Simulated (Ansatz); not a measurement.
# Pd/LiF/Pd: current against voltage, part 4 of 5

Wanted: I(V) for Pd/LiF/Pd. Both electrodes are Pd fcc(111); the barrier is LiF rock salt(111) (Li and Li faces). In the first transport cell, after relaxation, the nearest pair of electrode and barrier is Pd–Li at 2.41 Å, along the normal, at the lower face and Pd–Li at 2.41 Å, along the normal, at the upper one. All share a net of side 2.878 Å, which strains the lower electrode by +3.3 % and the barrier by +0.0 %, against typed lattice constants near PBE's. The first steps treat the bulk electrodes alone.

Ansatz 0.2.0; PBE DFT, plane waves, PAW files (the session's first sound run).

So far. Step 3 (Relaxing the interfaces): The largest force component on a free atom ends at 0.012 eV/Å. The work functions of the outer faces are 5.15 and 5.15 eV. Step 4 (Current against voltage): All 5 points reached self-consistency. On every other mesh point the currents change by up to 3 %. The leads' potential repeats within 71 meV, on the large side, so longer leads could move the currents.

### Step 5. Transmission over a wide range of energy

This step: PBE DFT, plane waves, PAW files; ballistic transmission by layer matching between semi-infinite leads (Ansatz 0.2.0).

System of this step: Pd/LiF/Pd. The cell holds 25 atoms: 16 Pd, 5 Li and 4 F. Cell: a = 2.878 Å, b = 2.878 Å, c = 59.300 Å, α = 90.0°, β = 90.0°, γ = 120.0°. Regions: left electrode, 8 atoms (8 Pd); barrier, 9 atoms (5 Li and 4 F); right electrode, 8 atoms (8 Pd). Vacuum lies along c.

The relaxed core is set between ideal electrode layers (this cell holds 9 atomic planes between the electrodes; where that differs from the relaxed slab, whole periods were copied in or cut out without a new relaxation), which the solver continues as semi-infinite leads. A wide energy window on a coarse mesh (18×18) shows where the Fermi level lies against the barrier's bands; the projected density of states shows how far the metals' states reach in.

input.yaml reads:

```yaml
crystal:
  lattice:
    - [2.878, 0.0, 0.0]
    - [-1.439, 2.4924211121, 0.0]
    - [0.0, 0.0, 59.299856315]
  atoms:
    - { symbol: Pd, position: [0.66666667, 0.33333333, 0.1180441309] }
    - { symbol: Pd, position: [0.0, 0.0, 0.1554119119] }
    - { symbol: Pd, position: [0.33333333, 0.66666667, 0.1927796928] }
    - { symbol: Pd, position: [0.66666667, 0.33333333, 0.2301474738] }
    - { symbol: Pd, position: [0.0, 0.0, 0.2675152548] }
    - { symbol: Pd, position: [0.33333333, 0.66666667, 0.3048830358] }
    - { symbol: Pd, position: [0.66666667, 0.33333333, 0.3422508168] }
    - { symbol: Pd, position: [0.0, 0.0, 0.3800128089] }
    - { symbol: Li, position: [0.0, 0.0, 0.4207287427] }
    - { symbol: F, position: [0.33333333, 0.66666667, 0.4403113486] }
    - { symbol: Li, position: [0.66666667, 0.33333333, 0.4602560969] }
    - { symbol: F, position: [0.0, 0.0, 0.4801259926] }
    - { symbol: Li, position: [0.33333333, 0.66666667, 0.5000002144] }
    - { symbol: F, position: [0.66666667, 0.33333333, 0.5198744432] }
    - { symbol: Li, position: [0.0, 0.0, 0.5397443082] }
    - { symbol: F, position: [0.33333333, 0.66666667, 0.5596890294] }
    - { symbol: Li, position: [0.66666667, 0.33333333, 0.5792715991] }
    - { symbol: Pd, position: [0.66666667, 0.33333333, 0.619987406] }
    - { symbol: Pd, position: [0.0, 0.0, 0.6577491832] }
    - { symbol: Pd, position: [0.33333333, 0.66666667, 0.6951169642] }
    - { symbol: Pd, position: [0.66666667, 0.33333333, 0.7324847452] }
    - { symbol: Pd, position: [0.0, 0.0, 0.7698525262] }
    - { symbol: Pd, position: [0.33333333, 0.66666667, 0.8072203072] }
    - { symbol: Pd, position: [0.66666667, 0.33333333, 0.8445880881] }
    - { symbol: Pd, position: [0.0, 0.0, 0.8819558691] }
kpoints:
  mp_grid: { grid: [12, 12, 1] }
scf:
  occupations: { method: fermi_dirac, width: 0.1 }
  max_iter: 150
hamiltonian:
  xc: pbe
output:
  transmission:
    kmesh: [18, 18]
    e_range: [-2, 3]
    de: 0.1
    leads: [[3, 4], [21, 22]]
  dos: { projected: true, e_range: [-6, 5], de: 0.05 }
  write_potential: true
  write_density: true
  volumetric_format: npy
```

Started as:

```console
> ansatz run input.yaml --threads 4 --pin off --max-ram 16384MiB --backend cpu --events-out ev --progress --plain --runs-dir out
```

Numbers of over 12 decimals in the logs are rounded to 6 here.

What it wrote:

```text
[...]
Crystal: 25 atoms, lattice volume = 425.369 Å³
Basis set: ecut = 420 eV, 8323 PW (Γ)
Bands: 199, of which v1, the nominal top of the filled ones, is band 166 counted from 1 (165 counted from 0)
Symmetry: 12 space group operations
[...]
k-points: 19 of 144
[...]
SCF iter   1: F=—  HF=-115834.072832 eV  |F-HF|=—  |Δ(HF+E_count)|=         —  Δρ=1.14e-2  dr2=2.58e1  ethr=1.77e-3  ⟨swp⟩=6.2  Hψ=14323  notcnv=0  defer=119
[...]
SCF iter  11: F=-115834.003791 eV  HF=-115834.003791 eV  |F-HF|=7.04e-8  |Δ(HF+E_count)|=   1.35e-7  Δρ=2.76e-6  dr2=9.04e-8  ethr=3.02e-11  ⟨swp⟩=12.7  Hψ=14742  notcnv=0
SCF 1 converged in 11 iterations: F = -115834.003791 eV  dr2 = 9.04e-8
[...]
transmission: 205 of 2035 steps passed
transmission: 409 of 2035 steps passed
[...]
transmission: 2035 of 2035 steps passed
[...]
SCF converged after 11 iterations
Free energy (F): -115834.003791 eV
[...]
Internal energy: -115832.967659 eV  (E = F + TS)
E sigma→0 (E₀):  -115833.485725 eV
Entropy (-TS):   -1.036132 eV (-41.445 meV/atom)
Fermi energy:    10.864647 eV
[...]
--- Band table (eV; the first three rows and the last of 19) ---
  k-point 0: bands = [... 162 lower, 10.0532, 10.0532, 10.0532, 10.3955, 10.3955, 10.3955, 10.3955, 10.5517, ... 29 higher]
  k-point 1: bands = [... 162 lower, 9.9952, 10.0763, 10.0763, 10.1210, 10.1211, 10.3336, 10.3337, 10.4086, ... 29 higher]
  k-point 2: bands = [... 162 lower, 9.9997, 10.0971, 10.0971, 10.1362, 10.1362, 10.4390, 10.4390, 10.6716, ... 29 higher]
  k-point 18: bands = [... 162 lower, 10.7196, 10.7256, 10.7256, 15.2525, 15.2525, 15.9798, 15.9804, 16.1935, ... 29 higher]
--- Transmission ---
  basis      : 61 plane waves across, 55 finite elements along
  points     : 37, standing for a mesh of 18 x 18
  energies   : 51 from -2.000000 to 3.000000 eV about the Fermi level, 0.100000 eV apart; the leads are filled to 0.000000 eV, and channels, transmission and decay are at 0.000000 eV
  crystal 0  : Pd1, at the sites [3, 4], period 2.2159 Å, over 15.51 Å; its Hamiltonian steps by up to 6.7 meV
    offset         : up to 0.0000 Å between an atom of the period and one for which it stands
    channels       : 1.648148e0 a spin
    conductance    : none, the energies end too early or step too widely for 300 K: set another output.transmission.e_range or a lower de, or, where they end at an eighth of basis.ecutwfc, a higher one
    slowest decay  : 0.1772 /Å at (0.3333, 0.3333)
[...]
channels       : 1.685185e0 a spin
[...]
slowest decay  : 0.1752 /Å at (0.3333, 0.3333)
  junction   : crystal 0 to crystal 1, 14.06 to 43.85 Å
    transmission   : 5.980603e-7 a spin
[...]
```

It took 98 s on 4 threads of Arm Neoverse V1, shared host; peak memory 2.8 GiB.

Numbers from this step:

```yaml
free_energy: -115834.0038 eV
fermi_energy: 10.86 eV
level_to_which_the_leads_are_filled: 0 eV from the Fermi level
transmission_at_the_fermi_level_a_spin_zone_mean: 5.98e-7
channels_of_the_lower_lead: 1.648
channels_of_the_upper_lead: 1.685
potential_step_in_the_lower_lead: 6.7 meV
potential_step_in_the_upper_lead: 5.3 meV
```

One spin. Table of transmission, zone mean by energy, zero at the Fermi level:

energy (eV), log10 transmission, zone mean and a bar from the least value:
```
    -2.00       -5.8 ####
    -1.90       -5.7 ####
    -1.70       -5.9 ###
    -1.60       -6.2 #
    -1.50       -6.2 #
    -1.30       -6.2 #
    -1.20       -6.1 #
    -1.10       -6.3 #
    -0.90       -6.2 #
    -0.80       -6.3 
    -0.60       -6.3 
    -0.50       -6.1 ##
    -0.40       -6.2 #
    -0.20       -6.3 
    -0.10       -6.3 
     0.00       -6.2 #
     0.20       -6.0 ##
     0.30       -6.0 ###
     0.40       -5.8 ####
     0.60       -5.7 #####
     0.70       -5.6 ######
     0.80       -5.5 #######
     1.00       -5.3 ########
     1.10       -5.2 #########
     1.20       -5.1 ##########
     1.40       -4.8 ############
     1.50       -4.7 ############
     1.60       -4.6 #############
     1.80       -4.4 ###############
     1.90       -4.3 ################
     2.10       -4.2 #################
     2.20       -4.0 ###################
     2.30       -3.8 ###################
     2.50       -3.5 ######################
     2.60       -3.4 #######################
     2.70       -3.2 ########################
     2.90       -2.6 #############################
     3.00       -2.5 ##############################
```

One spin. Open channels, zone mean against energy, zero at the Fermi level:

```tsv
energy (eV)	lower lead	upper lead
-2.00	1.68	1.64
-1.80	1.83	1.86
-1.70	1.86	1.86
-1.50	1.90	1.90
-1.30	1.96	1.96
-1.10	1.88	1.88
-1.00	1.87	1.87
-0.80	1.83	1.83
-0.60	1.87	1.87
-0.40	1.93	1.93
-0.30	2.22	2.22
-0.10	2.09	2.09
0.00	1.65	1.69
0.10	1.06	1.06
0.20	0.772	0.772
0.40	0.522	0.522
0.60	0.577	0.577
0.80	0.614	0.614
0.90	0.614	0.614
1.10	0.679	0.679
1.30	0.716	0.716
1.40	0.716	0.716
1.60	0.753	0.753
1.80	0.787	0.787
2.00	0.824	0.824
2.10	0.806	0.806
2.30	0.824	0.824
2.50	0.824	0.824
2.70	0.824	0.824
2.80	0.843	0.843
3.00	0.880	0.880
```

Transmission over k1 and k2. At 0.0000 eV from the Fermi level; zeros and values more than six decades under the largest are shown at that floor.

log10 of the mean of each cell; the least values stand at a floor. Values, 12 rows by 16 columns:
```
 -7.9  -7.4  -6.8  -7.1  -8.8  -9.6  -8.6  -6.9  -6.8  -8.0  -8.8 -10.6 -10.6 -10.6 -10.6  -8.8
 -9.1  -7.0  -6.3  -6.4  -6.8  -7.4  -7.2  -6.5  -6.3  -6.7  -9.2 -10.4 -10.6 -10.6 -10.6 -10.6
-10.0  -8.8  -7.0  -6.5  -6.5  -6.5  -6.6  -6.5  -6.4  -6.6  -7.6  -9.7 -10.2 -10.6 -10.6 -10.6
-10.1  -9.7  -7.7  -7.0  -6.4  -6.1  -5.9  -5.9  -6.0  -6.4  -7.1  -7.9  -9.6 -10.2 -10.5 -10.6
 -8.2  -7.5  -6.8  -6.7  -6.5  -5.9  -5.5  -5.2  -5.3  -5.7  -6.2  -6.7  -6.9  -6.9  -7.5  -8.1
 -7.2  -7.0  -6.3  -6.3  -6.4  -6.0  -5.5  -5.1  -4.7  -5.2  -5.6  -6.1  -6.4  -6.3  -6.4  -7.3
 -7.9  -8.0  -7.0  -6.6  -6.6  -6.5  -6.0  -5.5  -5.1  -5.2  -5.5  -6.0  -6.5  -6.6  -6.6  -7.5
 -9.1  -9.1  -9.3  -8.8  -7.7  -7.3  -6.7  -6.1  -5.7  -5.6  -5.7  -6.0  -6.5  -7.1  -7.8  -9.3
-10.0 -10.6 -10.6 -10.4 -10.2  -9.5  -7.3  -6.6  -6.4  -6.4  -6.5  -6.4  -6.5  -6.6  -7.4  -9.4
-10.1 -10.6 -10.6 -10.6 -10.6 -10.2  -8.6  -6.5  -6.3  -6.6  -7.0  -7.0  -6.6  -6.3  -6.5  -7.5
 -8.1  -9.2 -10.6 -10.6 -10.6 -10.5  -8.8  -8.2  -6.5  -6.7  -8.4  -9.3  -8.4  -6.7  -6.5  -7.4
 -7.2  -8.0  -9.0 -10.2 -10.1 -10.2  -8.8  -7.8  -7.2  -8.0  -9.0 -10.1 -10.0  -9.9  -8.9  -7.8
```
Columns: k1 (b1) from -0.5 to 0.444; rows upwards: k2 (b2) from -0.5 to 0.444.

Open channels of the lower lead over k1 and k2. At 0.0000 eV from the Fermi level.

Ten even steps from '0' (0.00) to '9' (3.00):
```
966333336693363633
366633336663363363
336666366663363036
933666336663393333
933666636666339666
333336666663333333
333633666663363333
966666666666666669
966666666966666666
996666666666666666
333336336666633633
333333336666663333
966693366663666633
933339336663366633
363036336666366663
336336336663333666
933636339663333366
993399339993399339
```
Columns: k1 (b1) from -0.5 to 0.444; rows upwards: k2 (b2) from -0.5 to 0.444.

Projected DOS an atom over height of the atomic layer and energy from the Fermi level. Layers: Pd Pd Pd Pd Pd Pd Pd Pd Li F Li F Li F Li F Li Pd Pd Pd Pd Pd Pd Pd Pd; projections on atoms miss part of the total, and the computed bands can run out at the top of the range; a column is the mean of 2 neighbouring layers, the last of those left over.

Ten even steps from '0' (0.00 states/eV) to '9' (3.19 states/eV), each cell a mean:
```
0000000000000
0000000000000
0000000000000
0000000000000
0000000000000
0000000000000
0000000000000
0000000000000
0000000000000
2221000002222
8776000037778
7557000036558
6666000046667
7556000045559
8779000057778
5665000035664
5555000035555
6556000026664
3663000016661
0110000000100
0000000000000
0000000000000
```
Columns: height of the atomic layer (Å) from 8.11 to 52.3 (not evenly spaced); rows upwards: energy from the Fermi level (eV) from -6 to 5.

At the Fermi level the transmission is 6.0e-7, as a zone mean for one spin on this coarse mesh. At the Fermi level the layers of this cell's barrier hold from 7.2e-5 to 0.077 states an eV and atom. In the worse lead the potential repeats within 6.7 meV, which the program lets pass.

(Part 4 of 5 ends here.)

[Logs are printed without paths, hosts, clocks, repeated set-up lines and the standing remarks that a program may print on its own settings, such as how far it seeks lower states.]

[Hosts, paths, dates, database ids (printed as entryN), source tags and the programs' standing remarks are cut or masked in the printed files.]
